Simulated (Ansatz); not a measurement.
# MoS2 in Ansatz: further runs, part 2 of 2

Ansatz 0.2.0. Earlier steps stand in the parts before.

## (4) Relaxation of cell and atoms, PBEsol+D3(BJ)-ATM

Input file input.yaml:

```yaml
crystal:
  lattice:
    - [3.1841260822, 0.0, 0.0]
    - [-1.5920630411, 2.757534076, 0.0]
    - [0.0, 0.0, 17.33459995]
  atoms:
    - { symbol: Mo, position: [0.0, 0.0, 0.0] }
    - { symbol: S, position: [0.3333333333, 0.6666666667, 0.91050702] }
    - { symbol: S, position: [0.3333333333, 0.6666666667, 0.08949298] }
hamiltonian:
  xc: pbesol
  pseudopotentials: { kind: paw }
  dispersion: d3bjatm
kpoints:
  mp_grid: { grid: [10, 10, 2] }
scf:
  occupations: { method: fermi_dirac, width: 0.05 }
output:
  forces: true
  stress: true
  eigenvalues: true
relax:
  f_tol: 0.01
  max_steps: 40
  cell: { stress_tol: 0.05 }
```

Potentials or basis: Ansatz PAW.

Launch:

```
ansatz run input.yaml --threads 2 --pin off --max-ram 5632MiB --backend cpu --events-out ev --progress --plain --runs-dir out
```

What it wrote:

```text
Warning: RAYON_NUM_THREADS=2 ignored (pool sized by the plan → 2); use --threads N
Engine: ansatz 0.2.0, aarch64-unknown-linux-gnu
Pseudopotentials: kind: paw
Pseudopotential: Mo, paw, valence charge 14, recommended cutoff 420 eV (normal), Mo.paw.azcp
Pseudopotential: S, paw, valence charge 6, recommended cutoff 420 eV (normal), S.paw.azcp
Functional definition: PBEsol
  exchange = pbesol_x
  correlation = pbesol_c
Crystal: 3 atoms, lattice volume = 152.204 Å³
Basis set: ecut = 420 eV, 3021 PW (Γ), exchange–correlation on 48×48×240 points (8 copies of the dense FFT grid, shifted against one another)
Bands: 17, of which v1, the nominal top of the filled ones, is band 13 counted from 1 (12 counted from 0)
Symmetry: 12 space group operations
Space group: P-6m2 (ITA 187), of the structure as read, at distance tolerance 5.3e-5 Å
k-points: 28 of 200 (time reversal used)
Non-local potential: Mo, projectors of the file, l = 0: 3, l = 1: 2, l = 2: 2, l = 3: 1
Non-local potential: S, projectors of the file, l = 0: 2, l = 1: 2, l = 2: 2
PAW form: soft (Blöchl's): semilocal exchange-correlation on the pseudo side does not see the compensation charge
PAW frozen core: Mo, regenerated for the run's functional, and the local potential with it (the file was generated under x = pbe(κ = 0.804, μ = 0.2195149727645171), c = pbe(β = 0.06672455060314922))
PAW frozen core: S, regenerated for the run's functional, and the local potential with it (the file was generated under x = pbe(κ = 0.804, μ = 0.2195149727645171), c = pbe(β = 0.06672455060314922))
PAW one-centre angular grid: Mo, 590 points (default); XC on 64 Gauss nodes
PAW one-centre angular grid: S, 110 points (default); XC on 64 Gauss nodes
Initial density: superposition of atomic densities (neutral atoms: chi_scale 0, normalization atom), corrected by the library's trained network
Initial wavefunctions: pseudopotential atomic-orbital guess
Functional: x = pbesol(κ = 0.804, μ = 0.12345679012345678), c = pbesol(β = 0.046)
SCF iter   1: F=—  HF=-6670.827237 eV  |F-HF|=—  |Δ(HF+E_count)|=         —  Δρ=4.25e-3  dr2=3.30e-2  ethr=1.77e-3  ⟨swp⟩=9.1  Hψ=3339  notcnv=0
preconditioner: auto → none  [insulator: Δε(μ)=1.695 eV  Ē_g=8.043 eV  σ=0.050 eV  W_gap=1.00  n_scr=10 (ndim 8)  ℏωp=12.8 eV  f_vac=0.618  D(μ)=0.00/eV (n_scr^D=0)  ε∞_Penn≈3.5]
SCF iter   2: F=—  HF=-6670.845694 eV  |F-HF|=—  |Δ(HF+E_count)|=   1.85e-2  Δρ=5.31e-3  dr2=1.25e-1  ethr=1.27e-4  ⟨swp⟩=3.5  Hψ=1221  notcnv=0
SCF iter   3: F=—  HF=-6670.829740 eV  |F-HF|=—  |Δ(HF+E_count)|=   1.60e-2  Δρ=1.76e-3  dr2=6.35e-3  ethr=1.27e-4  ⟨swp⟩=2.8  Hψ=812  notcnv=0
SCF iter   4: F=—  HF=-6670.830581 eV  |F-HF|=—  |Δ(HF+E_count)|=   8.41e-4  Δρ=4.82e-4  dr2=1.28e-4  ethr=2.44e-5  ⟨swp⟩=2.1  Hψ=618  notcnv=0
SCF iter   5: F=—  HF=-6670.830746 eV  |F-HF|=—  |Δ(HF+E_count)|=   1.65e-4  Δρ=6.09e-5  dr2=6.44e-6  ethr=4.91e-7  ⟨swp⟩=2.1  Hψ=738  notcnv=0
SCF iter   6: F=—  HF=-6670.830685 eV  |F-HF|=—  |Δ(HF+E_count)|=   6.03e-5  Δρ=1.37e-5  dr2=1.36e-7  ethr=2.48e-8  ⟨swp⟩=2.8  Hψ=909  notcnv=0
SCF iter   7: F=-6670.830685 eV  HF=-6670.830685 eV  |F-HF|=1.70e-8  |Δ(HF+E_count)|=   1.09e-7  Δρ=2.26e-6  dr2=4.04e-9  ethr=3.85e-10  ⟨swp⟩=7.7  Hψ=2532  notcnv=0
[... 54 lines left out ...]
SCF converged after 6 iterations
Free energy (F): -6670.873534 eV
Harris-Foulkes:  -6670.873534 eV  (|F-HF|=9.09e-12)
Internal energy: -6670.873534 eV  (E = F + TS)
E sigma→0 (E₀):  -6670.873534 eV
Fermi energy:    0.881928 eV
--- Per-component energies (eV) ---
  E_band       = -423.127055
  E_kinetic    = 657.628018
  E_local      = -13497.127760  (includes V_loc(G=0)·N_el)
  E_nonlocal   = 201.464381
  E_hartree    = 6387.381439
  E_xc         = -376.060182
  E_vxc        = -405.039052  (∫ρ·V_xc dr)
  E_paw        = -4311.981215  (= ΣΔE_a)
  E_vpaw       = -154.815655  (= ΣTr[D̂ρ^β])
  E_aug_tail   = 0.000032  (compensation charges beyond the density's cutoff)
  E_ewald      = 4268.224913
  E_disp       = -0.736357  (pairwise vdW)
  E_core_change = 0.333198  (= ΣΔE_core)
  E_smearing   = -0.000000  (= −TS)
  E_closure    = -0.000000  (closes the sum)
  Σ components = -6670.873534   (vs F -6670.873534, Δ=0.00e0)
--- Forces (eV/Å), atoms counted from 1 ---
  atom   1  Mo     0.00000000    -0.00000000     0.00000000
  atom   2  S     -0.00000000    -0.00000000     0.00026018
  atom   3  S     -0.00000000    -0.00000000    -0.00026018
  max |Σ_I F_I| component: 1.25e-16 eV/Å
--- Stress (GPa, compression-positive) ---
       -0.002428      -0.000000       0.000000
        0.000000      -0.002428       0.000000
        0.000000       0.000000      -0.008099
  P = ⅓ Tr σ = -0.0043 GPa (-0.043 kbar)
--- Band table (eV; the first three rows and the last of 28) ---
  k-point 0: bands = ["-60.7270", "-34.9520", "-34.6556", "-34.6556", "-14.3484", "-12.9832", "-5.8868", "-2.6367", "-2.6367", "-1.9712", "-1.4612", "-1.4612", "-0.1967", "2.9101", "2.9101", "3.1749", "3.1749"]
  k-point 1: bands = ["-60.7270", "-34.9520", "-34.6556", "-34.6556", "-14.3484", "-12.9831", "-5.8868", "-2.6367", "-2.6367", "-1.9712", "-1.4612", "-1.4612", "-0.1967", "2.9101", "2.9101", "3.1749", "3.1749"]
  k-point 2: bands = ["-60.7223", "-34.9428", "-34.7014", "-34.6659", "-14.1865", "-12.9162", "-5.7068", "-2.9798", "-2.5451", "-2.4676", "-1.7099", "-1.1421", "-0.2534", "2.7178", "2.7323", "2.9949", "3.1783"]
  k-point 27: bands = ["-60.6717", "-35.0252", "-34.9229", "-34.8455", "-11.9862", "-11.9807", "-5.6332", "-5.0860", "-4.0092", "-3.5494", "-3.1449", "-2.1493", "-0.1594", "1.9840", "3.0206", "3.5785", "5.1047"]
--- Relaxed structure (4 steps of the walk, 4 accepted, 1 SCFs on fresh bases) ---
  F+E_penalty+E_count = -6670.87353378 eV   max|allowed force component| = 2.602e-4 eV/Å   (the final SCF, on the basis selected at the relaxed cell)
  cell:  # Å, volume = 145.9084 Å³
    - [3.117982786087216, 0.0, 0.0]
    - [-1.558991393043608, 2.70025230131411, 0.0]
    - [0.0, 0.0, 17.330146032882944]
  atoms:
    - { symbol: Mo, position: [0.0, -2.8783559898885975e-17, -6.671525853804726e-20] }
    - { symbol: S, position: [0.3333333333333333, 0.6666666666666666, 0.9097979872888459] }
    - { symbol: S, position: [0.3333333333333333, 0.6666666666666666, 0.0902020127111539] }
```

Run time: 18 s. Hardware: 2 threads of Arm Neoverse V2, shared host; peak memory 0.4 GiB.

Results:

```yaml
Free_energy: -6670.8735 eV
Relaxed_volume: 48.64 Å³/atom
Relaxed_cell: a = 3.118 Å, b = 3.118 Å, c = 17.330 Å, α = 90.00°, β = 90.00°, γ = 120.00°
Space_group_after_relaxing_to_0.05_Å: P-6m2 (No. 187)
Energy_gained_by_relaxing: 14.3 meV/atom
Ionic_steps: 5
Band_gap_on_the_k_mesh: 2.14 eV, indirect (least direct gap 2.14 eV)
```

Step by step:
```csv
step,energy change (eV),largest force (eV/Å),volume (Å³)
1,0.0000,0.2067,152.20
2,-0.0226,0.2722,142.15
3,-0.0430,0.0022,146.16
4,-0.0430,0.0003,145.91
5,-0.0428,0.0003,145.91
```

Final structure:
```yaml
crystal:
  lattice:
    - [3.11798, 0.00000, 0.00000]
    - [-1.55899, 2.70025, 0.00000]
    - [0.00000, 0.00000, 17.33015]
  atoms:
    - { symbol: Mo, position: [0.00000, 0.00000, 0.00000] }
    - { symbol: S, position: [0.33333, 0.66667, 0.90980] }
    - { symbol: S, position: [0.33333, 0.66667, 0.09020] }
```

Caveat: the plane-wave basis is chosen anew once the cell has moved, so the energies of steps on either side of that aren't comparable; the PAW data sets come from PBE, with cores solved anew for the run's functional, which leaves a small shift of forces and pressure. A hybrid or GW would open this gap; PBEsol tends to underestimate it.

## (5) Relaxation of cell and atoms, PBEsol+D4

input.yaml: that of step 4 with these lines changed.

```diff
@@ -12,3 +12,3 @@
   pseudopotentials: { kind: paw }
-  dispersion: d3bjatm
+  dispersion: d4
 kpoints:
```

Launch:

```
ansatz run input.yaml --threads 2 --pin off --max-ram 5632MiB --backend cpu --events-out ev --progress --plain --runs-dir out
```

Wall time 17 s (2 threads of Arm Neoverse V2, shared host); peak memory 0.4 GiB.

The run converged. Its results:

| Quantity | Value |
| --- | --- |
| Free energy | -6670.6554 eV |
| Relaxed volume | 48.86 Å³/atom |
| Relaxed cell | a = 3.125 Å, b = 3.125 Å, c = 17.330 Å, α = 90.00°, β = 90.00°, γ = 120.00° |
| Space group after relaxing (to 0.05 Å) | P-6m2 (No. 187) |
| Energy gained by relaxing | 11.4 meV/atom |
| Ionic steps | 5 |
| Band gap on the k mesh | 2.12 eV, direct |

The path:
| step | energy change (eV) | largest force (eV/Å) | volume (Å³) |
| --- | --- | --- | --- |
| 1 | 0.0000 | 0.1949 | 152.20 |
| 2 | -0.0187 | 0.2396 | 143.24 |
| 3 | -0.0344 | 0.0007 | 146.77 |
| 4 | -0.0345 | 0.0003 | 146.57 |
| 5 | -0.0343 | 0.0002 | 146.57 |

Final structure:
```xyz
3
Lattice="3.1250 0.0000 0.0000 -1.5625 2.7063 0.0000 0.0000 0.0000 17.3301" Properties=species:S:1:pos:R:3 pbc="T T T"
Mo    0.0000    0.0000    0.0000
S     0.0000    1.8042   15.7688
S     0.0000    1.8042    1.5614
```

Levels at points of the mesh, in eV from the valence-band top:
| k point | band 10 | band 11 | band 12 | band 13 | band 14 | band 15 | band 16 | band 17 |
| --- | --- | --- | --- | --- | --- | --- | --- | --- |
| (0.00, 0.00, 0.00) | -1.78 | -1.31 | -1.31 | -0.01 | 3.05 | 3.05 | 3.32 | 3.32 |
| (0.00, 0.00, -0.50) | -1.78 | -1.31 | -1.31 | -0.01 | 3.05 | 3.05 | 3.32 | 3.32 |
| (0.00, -0.50, 0.00) | -3.08 | -1.84 | -0.73 | -0.55 | 2.58 | 3.08 | 4.08 | 4.63 |
| (0.00, -0.50, -0.50) | -3.08 | -1.84 | -0.73 | -0.55 | 2.58 | 3.08 | 4.08 | 4.63 |

Caveat: the plane-wave basis is chosen anew once the cell has moved, so the energies of steps on either side of that aren't comparable; the PAW data sets come from PBE, with cores solved anew for the run's functional, which leaves a small shift of forces and pressure.

## (6) Overview

```csv
level,gap on the mesh (eV),relaxed volume (Å³/atom)
PBEsol,2.01,49.39
PBEsol+D3(BJ),2.13,48.57
PBEsol+D3(BJ)-ATM,2.14,48.64
PBEsol+D4,2.12,48.86
```

Alike in all rows: task relaxation of cell and atoms; potentials or basis Ansatz PAW; no spin polarisation; cell relaxed; k mesh 10 × 10 × 2; cutoff (eV) 420; smearing fermi-dirac 0.05 eV.

Caveats: the plane-wave basis is chosen anew once the cell has moved, so the energies of steps on either side of that aren't comparable; the PAW data sets come from PBE, with cores solved anew for the run's functional, which leaves a small shift of forces and pressure.

Total energies depend on the potentials used, so only differences within one code and one set of settings carry meaning.
